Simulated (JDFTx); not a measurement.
W under changes of volume

One of the cells (15.848 Å³/atom); the others are scaled copies at fixed shape and fractional positions:

```xyz
1
Lattice="-1.5823 1.5823 1.5823 1.5823 -1.5823 1.5823 1.5823 1.5823 -1.5823" Properties=species:S:1:pos:R:3 pbc="T T T"
W     0.0000    0.0000    0.0000
```

* Program: JDFTx 1.7.0 (patched build)
* Functional: PBE
* Potentials or basis: PseudoDojo-SR-PBE-0.5-standard
* Cutoff: 1007 eV
* Density cutoff: 4027 eV
* k mesh: 12 × 12 × 12
* Occupations: fermi-dirac, width 0.05 eV
* Spin: no spin polarisation

```csv
volume (Å³/atom),energy over the lowest point (meV/atom),pressure (GPa)
14.897,105.16,28.4
15.214,57.09,20.2
15.531,?,?
15.848,5.84,5.9
16.165,0.00,-0.3
16.482,5.82,-5.9
16.798,22.27,-11.0
```

Question: What does the run at 15.531 Å³/atom give?

Answer: Energy over the lowest point 24.44 meV/atom; pressure 12.7 GPa.

Worked out: A Birch-Murnaghan fit of order 3 (a polynomial in V^(-2/3)) to the other rows has its minimum at 16.16 Å³/atom with B0 = V·E''(V) = 301 GPa and B' = 3.7. It gives 24.45 meV/atom at 15.531 Å³/atom, against the run's 24.44, and -dE/dV = 12.8 GPa, against 12.7.

Energies are extrapolated to zero smearing.
